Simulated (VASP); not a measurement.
# Ag (Im-3m) in VASP: a series of runs

The runs below take Ag through relaxation of cell and atoms, relaxation of the atoms, single point, with SCAN, r2SCAN+D4, r2SCAN.

Program: VASP 6.6.1. These are calculated values, not measurements. Logs are shortened: lines on timing, memory, paths and dates and some standing lists are left out, and cuts for length are marked.

## 1. The crystal as given

It takes space group Im-3m (No. 229, cubic). Conventional cell: a = 3.311 Å, b = 3.311 Å, c = 3.311 Å, α = 90.00°, β = 90.00°, γ = 90.00°. Ag (site symmetry m-3m) is surrounded by 8 Ag at 2.87 Å.

This isn't the form of Ag at room conditions, which is fcc.

## 2. Relaxation of cell and atoms, SCAN

The input, INCAR:

```
SYSTEM = Ag
PREC     = Accurate       ! precision mode
ENCUT    = 600            ! plane-wave cutoff, eV
EDIFF    = 1E-7           ! SCF threshold, eV
ISMEAR   = 1              ! smearing method
SIGMA    = 0.1            ! smearing width, eV
LREAL    = .FALSE.        ! projectors in reciprocal space
LASPH    = .TRUE.         ! aspherical terms in the spheres
NELM     = 100            ! most SCF steps
ALGO     = Normal         ! electronic algorithm
ISIF     = 3              ! what is computed and relaxed
LWAVE    = .FALSE.        ! write WAVECAR
LCHARG   = .FALSE.        ! write CHGCAR
METAGGA  = SCAN           ! meta-GGA
LMIXTAU  = .TRUE.       
IBRION   = 2              ! ionic algorithm
NSW      = 60             ! ionic steps
EDIFFG   = -0.01          ! ionic threshold
```

The input, KPOINTS:

```
Automatic mesh
0
G
  11 11 11
  0 0 0
```

The input, POSCAR:

```
Ag
1.0
   -1.6556540000      1.6556540000      1.6556540000
    1.6556540000     -1.6556540000      1.6556540000
    1.6556540000      1.6556540000     -1.6556540000
Ag
1
Direct
    0.0000000000      0.0000000000      0.0000000000
```

Potentials or basis: VASP PAW PBE potentials, release 64 (Ag).

Launch:

```
cat potpaw_PBE.64/Ag/POTCAR > POTCAR
mpirun -np 1 vasp_std > vasp.out
```

OUTCAR:

```text
SYSTEM = Ag
   PREC = Accurate
   ENCUT = 600
   EDIFF = 1E-7
   ISMEAR = 1
   LREAL = .FALSE.
   LASPH = .TRUE.
   NELM = 100
   ISIF = 3
   METAGGA = SCAN
   IBRION = 2
   NSW = 60
   EDIFFG = -0.01

 ion  position               nearest neighbor table
   1  0.000  0.000  0.000-

  LATTYP: Found a body centered cubic cell.
 ALAT       =     3.3113080000

  Lattice vectors:

 A1 = (  -1.6556540000,   1.6556540000,   1.6556540000)
 A2 = (   1.6556540000,  -1.6556540000,   1.6556540000)
 A3 = (   1.6556540000,   1.6556540000,  -1.6556540000)

Analysis of symmetry for initial positions (statically):
=====================================================================
 Subroutine PRICEL returns:
 Original cell was already a primitive cell.

 Routine SETGRP: Setting up the symmetry group for a
 body centered cubic supercell.

 Subroutine GETGRP returns: Found 48 space group operations
 (whereof 48 operations were pure point group operations)
 out of a pool of 48 trial point group operations.

The static configuration has the point symmetry O_h .

Analysis of symmetry for dynamics (positions and initial velocities):
=====================================================================
 Subroutine PRICEL returns:
 Original cell was already a primitive cell.

 Routine SETGRP: Setting up the symmetry group for a
 body centered cubic supercell.

 Subroutine GETGRP returns: Found 48 space group operations
 (whereof 48 operations were pure point group operations)
 out of a pool of 48 trial point group operations.

The dynamic configuration has the point symmetry O_h .

 Subroutine INISYM returns: Found 48 space group operations
 (whereof 48 operations are pure point group operations),
 and found     1 'primitive' translations

----------------------------------------------------------------------------------------

                                     Primitive cell

  volume of cell :      18.1538

  direct lattice vectors                    reciprocal lattice vectors
    -1.655654000  1.655654000  1.655654000     0.000000000  0.301995465  0.301995465
     1.655654000 -1.655654000  1.655654000     0.301995465  0.000000000  0.301995465
     1.655654000  1.655654000 -1.655654000     0.301995465  0.301995465  0.000000000

  length of vectors
     2.867676848  2.867676848  2.867676848     0.427086083  0.427086083  0.427086083

  position of ions in fractional coordinates (direct lattice)
     0.000000000  0.000000000  0.000000000

  ion indices of the primitive-cell ions
   primitive index   ion index
                 1           1

----------------------------------------------------------------------------------------

 KPOINTS: Automatic mesh

Automatic generation of k-mesh.
 Grid dimensions read from file:
 generate k-points for:   11   11   11

 Generating k-lattice:

  Cartesian coordinates                     Fractional coordinates (reciprocal lattice)
     0.000000000  0.027454133  0.027454133     0.090909091  0.000000000  0.000000000
     0.027454133  0.000000000  0.027454133     0.000000000  0.090909091  0.000000000
     0.027454133  0.027454133  0.000000000     0.000000000  0.000000000  0.090909091

  Length of vectors
     0.038826008  0.038826008  0.038826008

  Shift w.r.t. Gamma in fractional coordinates (k-lattice)
     0.000000000  0.000000000  0.000000000

 Subroutine IBZKPT returns following result:
 ===========================================

 Found     56 irreducible k-points:

 Following reciprocal coordinates:
            Coordinates               Weight
  0.000000  0.000000  0.000000      1.000000
  0.090909  0.000000  0.000000     12.000000
  0.181818  0.000000  0.000000     12.000000
  0.272727  0.000000  0.000000     12.000000
  0.363636  0.000000  0.000000     12.000000
  0.454545  0.000000  0.000000     12.000000
[... 16 lines left out ...]
  0.272727  0.181818  0.090909     48.000000
  0.363636  0.181818  0.090909     24.000000
 [... further k-points ...]
   k-points           NKPTS =     56   k-points in BZ     NKDIM =     56   number of bands    NBANDS=      9
   number of dos      NEDOS =    301   number of ions     NIONS =      1
   total plane-waves  NPLWV =  13824
   dimension x,y,z NGX =    24 NGY =   24 NGZ =   24
   dimension x,y,z NGXF=    48 NGYF=   48 NGZF=   48
   ions per type =               1
   NGX,Y,Z   is equivalent  to a cutoff of  13.91, 13.91, 13.91 a.u.
   NGXF,Y,Z  is equivalent  to a cutoff of  27.83, 27.83, 27.83 a.u.
 SYSTEM =  Ag
   PREC   = accura    normal or accurate (medium, high low for compatibility)
   ISTART =      0    job   : 0-new  1-cont  2-samecut
   ICHARG =      2    charge: 1-file 2-atom 10-const
   ISPIN  =      1    spin polarized calculation?
   LNONCOLLINEAR =      F non collinear calculations
   LSORBIT =      F    spin-orbit coupling
   LASPH  =      T    aspherical Exc in radial PAW
   ENCUT  =  600.0 eV  44.10 Ry    6.64 a.u.   5.73  5.73  5.73*2*pi/ulx,y,z
   NELM   =    100;   NELMIN=  2; NELMDL= -5     # of ELM steps
   EDIFF  = 0.1E-06   stopping-criterion for ELM
   LREAL  =      F    real-space projection
   EDIFFG = -.1E-01   stopping-criterion for IOM
   NSW    =     60    number of steps for IOM
   IBRION =      2    ionic relax: 0-MD 1-quasi-New 2-CG
   NFREE  =      1    steps in history (QN), initial steepest desc. (CG)
   ISIF   =      3    stress and relaxation
   ISYM   =      2    0-nonsym 1-usesym 2-fastsym
   POTIM  = 0.5000    time-step for ionic-motion
   TEBEG  =    0.0;   TEEND  =   0.0 temperature during run
   PSTRESS=    0.0 pullay stress
   NELECT =      11.0000    total number of electrons
   NUPDOWN=      -1.0000    fix difference up-down
   EMIN   =  10.00;   EMAX   =-10.00  energy-range for DOS
   EFERMI =   0.00;   METHOD = LEGACY
   ISMEAR =     1;   SIGMA  =   0.10  broadening in eV -4-tet -1-fermi 0-gaus
   EFERMI_NEDOS =   21; number of points for ismear=-14 and -15
   IALGO  =     38    algorithm
   IMIX   =      4    mixing-type and parameters
     AMIX     =   0.40;   BMIX     =  1.00
     AMIX_MAG =   1.60;   BMIX_MAG =  1.00
  volume/ion in A,a.u.               =      18.15       122.51
  Fermi-wavevector in a.u.,A,eV,Ry     =   1.385318  2.617871 26.111022  1.919106
  Thomas-Fermi vector in A             =   2.509739
   LORBIT       =      0    0 simple, 1 ext, 2 COOP (PROOUT), +10 PAW based schemes
   METAGGA = SCAN    functional components
   LHFCALC =     F    Hartree Fock is set to
   AEXX    =    0.0000 exact exchange contribution
   IVDW    =     0    specifies the selected vdW correction
   LEPSILON=     F    determine dielectric tensor
   LRPA    =     F    only Hartree local field effects (RPA)
 conjugate gradient relaxation of ions
 non-spin polarized calculation
 Methfessel and Paxton  Order N= 1 SIGMA  =   0.10
  energy-cutoff  :      600.00
  volume of cell :       18.15
 maximum number of plane-waves:       621
   NGX = 11   NGY = 11   NGZ = 11

--------------------------------------- Ionic step        1  -------------------------------------------

 number of electron      11.0000001 magnetization

 Free energy of the ion-electron system (eV)
  ---------------------------------------------------
  ext. energy  EPLUGINS =         0.00000000
  ---------------------------------------------------
  free energy    TOTEN  =       -31.33194443 eV

  energy without entropy =      -31.33094546  energy(sigma->0) =      -31.33161144

------------------------ aborting loop because EDIFF is reached ----------------------------------------

  FORCE on cell =-STRESS in cart. coord.  units (eV):
  Direction    XX          YY          ZZ          XY          YZ          ZX
  --------------------------------------------------------------------------------------
  -------------------------------------------------------------------------------------
  Total       -0.6152160     -0.6152160     -0.6152160      0.0000000      0.0000000      0.0000000
  in kB      -54.2962036    -54.2962036    -54.2962036      0.0000000      0.0000000      0.0000000
  external PRESSURE =     -54.2962036 kB  Pullay stress =       0.0000000 kB

 VOLUME and BASIS-vectors are now :
 -----------------------------------------------------------------------------
  energy-cutoff  :      600.00
  volume of cell :       18.15
      direct lattice vectors                 reciprocal lattice vectors
    -1.655654000  1.655654000  1.655654000     0.000000000  0.301995465  0.301995465
     1.655654000 -1.655654000  1.655654000     0.301995465  0.000000000  0.301995465
     1.655654000  1.655654000 -1.655654000     0.301995465  0.301995465  0.000000000
[... 71 lines left out ...]
 POSITION                                       TOTAL-FORCE (eV/Angst)
 -----------------------------------------------------------------------------------
     -0.00000      0.00000      0.00000        -0.000000      0.000000      0.000000
 -----------------------------------------------------------------------------------
    total drift:                                0.000000      0.000000     -0.000000

  FREE ENERGIE OF THE ION-ELECTRON SYSTEM (eV)
  ---------------------------------------------------
  free  energy   TOTEN  =       -31.3490406833 eV

  energy  without entropy=      -31.3479919157  energy(sigma->0) =      -31.34869109

--------------------------------------- Ionic step        4  -------------------------------------------

 number of electron      11.0000000 magnetization

 Free energy of the ion-electron system (eV)
  ---------------------------------------------------
  ext. energy  EPLUGINS =         0.00000000
  ---------------------------------------------------
  free energy    TOTEN  =       -31.34904088 eV

  energy without entropy =      -31.34799514  energy(sigma->0) =      -31.34869230

 E-fermi :   8.2144     XC(G=0): -13.0287

 val. band max:        8.1989293096   @ k =  -0.3636   0.4545   0.0909
 cond. band min:       8.3923603501   @ k =  -0.4545   0.4545   0.0909
 fundamental gap:      0.1934310405
 Fermi energy:         8.2144067633

 k-point     1 :       0.0000    0.0000    0.0000
  band No.  band energies     occupation
      1       0.2908      2.00000
      2       3.0720      2.00000
      3       3.0721      2.00000
      4       3.0721      2.00000
      5       4.4234      2.00000
      6       4.4234      2.00000
      7      27.0506      0.00000
      8      27.0506      0.00000
      9      27.0506      0.00000

 k-point     2 :       0.0909    0.0000    0.0000
  band No.  band energies     occupation
      1       0.5686      2.00000
      2       3.0044      2.00000
      3       3.0844      2.00000
      4       3.2315      2.00000
      5       4.3529      2.00000
      6       4.4283      2.00000
      7      26.2573      0.00000
      8      26.9073      0.00000
      9      27.2329      0.00000
[... 253 lines left out ...]
 k-point    24 :       0.3636    0.1818    0.0909
  band No.  band energies     occupation
      1       2.1651      2.00000
      2       2.4627      2.00000
      3       3.8078      2.00000
      4       4.4727      2.00000
      5       4.5931      2.00000
      6      11.1287      0.00000
      7      12.8609      0.00000
      8      17.4690      0.00000
      9      20.1130      0.00000

 [... further k-points ...]

------------------------ aborting loop because EDIFF is reached ----------------------------------------

  FORCE on cell =-STRESS in cart. coord.  units (eV):
  Direction    XX          YY          ZZ          XY          YZ          ZX
  --------------------------------------------------------------------------------------
  -------------------------------------------------------------------------------------
  Total       -0.0023345     -0.0023345     -0.0023345     -0.0000000      0.0000000      0.0000000
  in kB       -0.2181600     -0.2181600     -0.2181600     -0.0000000      0.0000000      0.0000000
  external PRESSURE =      -0.2181600 kB  Pullay stress =       0.0000000 kB

 VOLUME and BASIS-vectors are now :
 -----------------------------------------------------------------------------
  energy-cutoff  :      600.00
  volume of cell :       17.14
      direct lattice vectors                 reciprocal lattice vectors
    -1.624386374  1.624386374  1.624386374     0.000000000  0.307808541  0.307808541
     1.624386374 -1.624386374  1.624386374     0.307808541  0.000000000  0.307808541
     1.624386374  1.624386374 -1.624386374     0.307808541  0.307808541  0.000000000

 POSITION                                       TOTAL-FORCE (eV/Angst)
 -----------------------------------------------------------------------------------
     -0.00000      0.00000      0.00000        -0.000000      0.000000      0.000000
 -----------------------------------------------------------------------------------
    total drift:                               -0.000000      0.000000      0.000000

  FREE ENERGIE OF THE ION-ELECTRON SYSTEM (eV)
  ---------------------------------------------------
  free  energy   TOTEN  =       -31.3490408807 eV

  energy  without entropy=      -31.3479951368  energy(sigma->0) =      -31.34869230

 reached required accuracy - stopping structural energy minimisation
```

Run time: 60 s. Hardware: 1 thread of Intel Xeon 6975P-C (Granite Rapids), shared host; peak memory 0.16 GiB.

Results:

- Free energy: -31.3490 eV
- Relaxed volume: 17.14 Å³/atom
- Relaxed cell: a = 2.814 Å, b = 2.814 Å, c = 2.814 Å, α = 109.47°, β = 109.47°, γ = 109.47°
- Space group after relaxing (to 0.05 Å): Im-3m (No. 229)
- Energy gained by relaxing: 17.1 meV/atom
- Ionic steps: 4
- Pressure after relaxing: 0.0 GPa
- Band gap on the k mesh: none (metal or under the smearing width)

The path:
| step | energy change (eV) | largest force (eV/Å) | pressure (GPa) | volume (Å³) |
| --- | --- | --- | --- | --- |
| 1 | 0.0000 | 0.0000 | -5.43 | 18.15 |
| 2 | -0.0097 | 0.0000 | 4.16 | 16.58 |
| 3 | -0.0171 | 0.0000 | -0.28 | 17.18 |
| 4 | -0.0171 | 0.0000 | -0.02 | 17.14 |

Final structure:
```
Ag
1.0
    -1.62439    1.62439    1.62439
     1.62439   -1.62439    1.62439
     1.62439    1.62439   -1.62439
Ag
1
Direct
  0.00000 0.00000 0.00000
```

Caveat: the PAW data sets were made with another functional, which shifts forces and pressure a little.

## 3. Relaxation of cell and atoms, r2SCAN+D4

The input, INCAR:

```
SYSTEM = Ag
PREC = Accurate
ENCUT = 600
EDIFF = 1E-7
ISMEAR = 1
SIGMA = 0.1
LREAL = .FALSE.
LASPH = .TRUE.
NELM = 100
ALGO = Normal
ISIF = 3
LWAVE = .FALSE.
LCHARG = .FALSE.
METAGGA = R2SCAN
LMIXTAU = .TRUE.
IVDW = 13
VDW_S6 = 1.0
VDW_S8 = 0.6018749
VDW_A1 = 0.51559235
VDW_A2 = 5.77342911
IBRION = 2
NSW = 40
EDIFFG = -0.01
```

The input, KPOINTS:

```
regular mesh
0
G
  11 11 11
  0 0 0
```

POSCAR is that of step 2.

Potentials or basis: VASP PAW PBE potentials, release 64 (Ag).

Launch:

```
cat potpaw_PBE.64/Ag/POTCAR > POTCAR
mpirun -np 1 vasp_std > vasp.out
```

Run time: 41 s. Hardware: 1 thread of Intel Xeon 6975P-C (Granite Rapids), shared host; peak memory 0.16 GiB.

It converged, with:

```yaml
Free_energy: -21.5271 eV
Relaxed_volume: 17.20 Å³/atom
Relaxed_cell: a = 2.816 Å, b = 2.816 Å, c = 2.816 Å, α = 109.47°, β = 109.47°, γ = 109.47°
Space_group_after_relaxing_to_0.05_Å: Im-3m (No. 229)
Energy_gained_by_relaxing: 16.3 meV/atom
Ionic_steps: 3
Pressure_after_relaxing: 0.0 GPa
Band_gap_on_the_k_mesh: none (metal or under the smearing width)
Dispersion_energy_per_atom: -0.195 eV
```

Step by step:
```csv
step,energy change (eV),largest force (eV/Å),pressure (GPa),volume (Å³)
1,0.0000,0.0000,-5.11,18.15
2,-0.0105,0.0000,3.68,16.67
3,-0.0163,0.0000,0.00,17.20
```

Final structure:
```
Ag
1.0
    -1.62598    1.62598    1.62598
     1.62598   -1.62598    1.62598
     1.62598    1.62598   -1.62598
Ag
1
Direct
  0.00000 0.00000 0.00000
```

Levels at points of the mesh, in eV from the Fermi level:
```
           k point  band 4  band 5  band 6  band 7  band 8  band 9
(0.00, 0.00, 0.00)   -5.21   -3.87   -3.87   18.71   18.71   18.71
```

Caveat: the PAW data sets were made with another functional, which shifts forces and pressure a little; pairwise dispersion overbinds metals, which lowers pressure and volume.

## 4. Relaxation of the atoms, r2SCAN (cell strained at random at fixed volume)

The input, run.py:

```python
from ase.calculators.vasp import Vasp
from ase.io import read
from ase.optimize import BFGS

atoms = read('POSCAR')
calc = Vasp(
    directory='calc',
    xc='r2scan',
    pp='PBE',
    setups='recommended',
    prec='Accurate',
    encut=520,
    ediff=1e-06,
    ismear=1,
    sigma=0.1,
    lreal=False,
    lasph=True,
    nelm=80,
    algo='Normal',
    isif=2,
    lwave=True,
    lcharg=False,
    lmixtau=True,
    kpts=[11, 11, 11],
    gamma=True,
)
atoms.calc = calc
opt = BFGS(atoms, trajectory='relax.traj')
converged = opt.run(fmax=0.01, steps=40)
print('converged:', converged)

print('energy (eV):', atoms.get_potential_energy())
print('free energy (eV):', atoms.get_potential_energy(force_consistent=True))
print('forces (eV/A):')
print(atoms.get_forces())
print('stress (eV/A^3, Voigt):', atoms.get_stress())
print('Fermi level (eV):', calc.get_fermi_level())
print('cell (A, degrees):', atoms.cell.cellpar())
print('volume (A^3):', atoms.get_volume())
print('scaled positions:')
print(atoms.get_scaled_positions())
```

The input, POSCAR:

```
Ag
1.0
   -1.6513370000      1.6740040000      1.7078090000
    1.5955350000     -1.6308350000      1.6088380000
    1.6851830000      1.6646810000     -1.6646400000
Ag
1
Direct
   -0.0270010000     -0.0131010000     -0.0130130000
```

Launch:

```
python run.py
```

It took 2.2 min on 1 thread of Intel Xeon 6975P-C (Granite Rapids), shared host; peak memory 0.24 GiB.

It converged, with:

```yaml
Free_energy: -21.3195 eV
Pressure_after_relaxing: -3.4 GPa
Band_gap_on_the_k_mesh: none (metal or under the smearing width)
```

Stress tensor (GPa, compression positive):
```
-3.47 -1.20  1.72
-1.20 -3.34 -1.54
 1.72 -1.54 -3.48
```

Final structure:
```cif
data_structure
_symmetry_space_group_name_H-M 'P 1'
_symmetry_Int_Tables_number 1
_cell_length_a 2.9062
_cell_length_b 2.7917
_cell_length_c 2.8952
_cell_angle_alpha 109.547
_cell_angle_beta 109.720
_cell_angle_gamma 108.819
_cell_volume 18.15
loop_
_atom_site_label
_atom_site_type_symbol
_atom_site_fract_x
_atom_site_fract_y
_atom_site_fract_z
_atom_site_occupancy
Ag1 Ag 0.97300 0.98690 0.98699 1
```

Levels at points of the mesh, in eV from the Fermi level:
```csv
k point,band 3,band 4,band 5,band 6,band 7,band 8
"(0.00, 0.00, 0.00)",-4.98,-4.93,-3.85,-3.78,17.92,18.52
```

Caveat: the relaxation stopped at its first step, so nothing moved; the PAW data sets were made with another functional, which shifts forces and pressure a little.

(Part 1 of 2 ends here.)
